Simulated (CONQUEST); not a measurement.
**ZnSe (Stilleite) under changes of volume**

One of the cells (22.757 Å³/atom); the others are scaled copies at fixed shape and fractional positions:

```xyz
4
Lattice="4.0076 0.0000 0.0000 0.0000 4.0076 0.0000 0.0000 0.0000 5.6676" Properties=species:S:1:pos:R:3 pbc="T T T"
Se    0.0000    2.0038    1.4169
Se    2.0038    0.0000    4.2507
Zn    0.0000    0.0000    0.0000
Zn    2.0038    2.0038    2.8338
```

* Program: CONQUEST 1.3
* Functional: PBE
* Potentials or basis: PseudoDojo NC PBE, SZP, grid of 40 × 40 × 60 points
* k mesh: 7 × 7 × 5
* Occupations: fermi-dirac, width 0.05 eV
* Spin: no spin polarisation

```csv
volume (Å³/atom),energy over the lowest point (meV/atom),pressure (GPa),gap on the mesh (eV)
21.391,95.31,10.5,2.05
21.846,68.36,8.5,1.92
22.301,46.65,6.9,1.79
22.757,29.27,5.4,1.67
23.212,?,?,?
23.667,6.31,2.8,1.45
24.122,0.00,1.6,1.35
```

What does the run at 23.212 Å³/atom give?

Energy over the lowest point 15.95 meV/atom; pressure 4.0 GPa; gap on the mesh 1.56 eV.

Worked out: A Birch-Murnaghan fit of order 3 (a polynomial in V^(-2/3)) to the other rows has no minimum within the range. It gives 15.99 meV/atom at 23.212 Å³/atom, against the run's 15.95, and -dE/dV = 4.0 GPa, against 4.0. A straight line through the other rows of the gap, of slope -5.83 eV per unit of ln V, gives 1.56 eV, against the run's 1.56.

Energies are extrapolated to zero smearing.

Caveats: the atomic basis is small; an odd mesh through Γ misses points on the zone boundary, where band edges often lie; the basis of atomic orbitals isn't converged, which shifts pressures, moduli and gaps; the real-space grid breaks the cell's symmetry a little (some runs). Spin-orbit coupling on Se is left out.
